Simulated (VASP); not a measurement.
Crystal: As.

```xyz
1
Lattice="2.7037 0.0000 0.0000 0.0000 2.7037 0.0000 0.0000 0.0000 2.7037" Properties=species:S:1:pos:R:3 pbc="T T T"
As    1.3518    1.3518    1.3518
```

This isn't the form of As at room conditions, which is rhombohedral.

| Quantity | Value |
| --- | --- |
| Program | VASP 6.6.1 |
| Task | relaxation of cell and atoms |
| Functional | BLYP |
| Potentials or basis | VASP PAW PBE potentials, release 64 (As) |
| Cutoff | 600 eV |
| k mesh | 10 × 10 × 10 |
| Occupations | fermi-dirac, width 0.05 eV |
| Spin | no spin polarisation |

At the start: pressure 9.1 GPa; volume 19.76 Å³/atom.

Q: Where does the relaxation end?

A: Over 3 steps the energy falls by 59.1 meV/atom and the volume is 22.06 Å³/atom (+11.6 %); space group Pm-3m (No. 221, to 0.05 Å).

Step by step:
| step | energy change (eV) | largest force (eV/Å) | pressure (GPa) | volume (Å³) |
| --- | --- | --- | --- | --- |
| 1 | 0.0000 | 0.0000 | 9.09 | 19.76 |
| 2 | -0.0493 | 0.0000 | -2.79 | 23.15 |
| 3 | -0.0591 | 0.0000 | 0.03 | 22.06 |

Final structure:
```xyz
1
Lattice="2.8044 0.0000 0.0000 0.0000 2.8044 0.0000 0.0000 0.0000 2.8044" Properties=species:S:1:pos:R:3 pbc="T T T"
As    1.4022    1.4022    1.4022
```

Caveat: the PAW data sets were made with another functional, which shifts forces and pressure a little.
